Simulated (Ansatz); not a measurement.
A calculation with Ansatz 0.2.0 of Zr (ASE script, structure from a CIF):

Contents of run.py:

```python
import json

import ase.io
import numpy as np

import ansatz as az

atoms = ase.io.read("Zr.cif")
atoms.info.pop("occupancy", None)

calculation = (
    az.Crystal.from_ase(atoms)
    .calculation()
    .kpoints(9, 9, 5)
    .functional("lda")
    .pseudopotentials(kind="paw_fr")
    .spin("noncollinear", soc=True)
    .scf(extra_bands=6)
    .occupations(method="gaussian", width=0.05)
    .density_of_states(energy_step=0.05, projected=True, nscf_kmesh=(14, 14, 8))
    .forces()
    .stress()
    .band_table(publish=True)
)
outcome = calculation.run(threads=2, events_out="events.jsonl")

report = outcome.report
for line in open("events.jsonl"):
    event = json.loads(line)
    if event["event"] == "scf_iter":
        d = event["data"]
        print(f"SCF {d['iter']:3d}  HF = {d['harris_foulkes_ev']:.6f} eV  dr2 = {d['dr2_ev']:.2e} eV")
    elif event["event"] in ("relax_step", "md_step"):
        d = event["data"]
        print(f"{event['event']} {d['step']:3d}  E = {d['lagrangian_ev']:.6f} eV")
np.set_printoptions(precision=5, suppress=True, linewidth=110)
print("converged:", report["converged"], "after", report["n_iterations"], "iterations")
print(f"free energy {report['free_energy_ev']:.6f} eV, Fermi level {report['fermi_energy_ev']:.4f} eV")
for key in ("band_edges_ev", "magnetization_mub", "site_moments_mub", "site_moments_nc_mub", "forces_ev_ang",
                "stress_gpa"):
    if report.get(key) is not None:
        print(key, np.array(report[key]), sep="\n")
```

The input Zr.cif:

```cif
data_Zr
_cell_length_a 3.23200000
_cell_length_b 3.23200000
_cell_length_c 5.14700000
_cell_angle_alpha 90.00000000
_cell_angle_beta 90.00000000
_cell_angle_gamma 120.00000000
_space_group_name_H-M_alt 'P6_3/mmc'
_space_group_name_Hall '-P 6c 2c'
_space_group_IT_number 194
loop_
_space_group_symop_operation_xyz
'x,y,z'
'-x,-y,-z'
'x-y,x,z+1/2'
'-x+y,-x,-z+1/2'
'-y,x-y,z'
'y,-x+y,-z'
'-x,-y,z+1/2'
'x,y,-z+1/2'
'-x+y,-x,z'
'x-y,x,-z'
'y,-x+y,z+1/2'
'-y,x-y,-z+1/2'
'-y,-x,-z+1/2'
'y,x,z+1/2'
'-x,-x+y,-z'
'x,x-y,z'
'-x+y,y,-z+1/2'
'x-y,-y,z+1/2'
'y,x,-z'
'-y,-x,z'
'x,x-y,-z+1/2'
'-x,-x+y,z+1/2'
'x-y,-y,-z'
'-x+y,y,z'
loop_
_atom_site_label
_atom_site_type_symbol
_atom_site_symmetry_multiplicity
_atom_site_Wyckoff_symbol
_atom_site_fract_x
_atom_site_fract_y
_atom_site_fract_z
_atom_site_occupancy
Zr1 Zr 2 c 0.6666666667 0.3333333333 0.7500000000 1
```

Potentials or basis: Ansatz PAW.

Command:

```bash
$ python run.py
```

Q: Write the same calculation in another form: native input, structure typed inline.

A: As run:

input.yaml

```yaml
crystal:
  lattice:
    - [3.232, 0.0, 0.0]
    - [-1.616, 2.798994105, 0.0]
    - [0.0, 0.0, 5.147]
  atoms:
    - { symbol: Zr, position: [0.6666666667, 0.3333333333, 0.75] }
    - { symbol: Zr, position: [0.3333333333, 0.6666666667, 0.25] }
hamiltonian:
  xc: lda
  pseudopotentials: { kind: paw_fr }
magnetization:
  noncollinear: true
  spin_orbit: true
kpoints:
  mp_grid: { grid: [9, 9, 5] }
scf:
  occupations: { method: gaussian, width: 0.05 }
  n_extra_bands: 6
output:
  forces: true
  stress: true
  eigenvalues: true
  dos: { projected: true, de: 0.05, nscf_kmesh: { grid: [14, 14, 8] } }
```

Potentials or basis: Ansatz PAW.

Launch:

```bash
$ ansatz run input.yaml --threads 2 --pin off --max-ram 5120MiB --backend cpu --events-out ev --progress --plain --runs-dir out
```

Both were run:

|  | ASE script, structure from a CIF | native input, structure typed inline |
| --- | --- | --- |
| Pressure | -6.0 GPa | -6.0 GPa |
| Band gap on the k mesh | none (metal or under the smearing width) | none (metal or under the smearing width) |
| Density of states at the Fermi level | 1.87 states/eV per cell | 1.87 states/eV per cell |

Keys that steer only the numerical path or the files written may differ.

Caveat: the PAW data sets come from PBE, with cores solved anew for the run's functional, which leaves a small shift of forces and pressure.
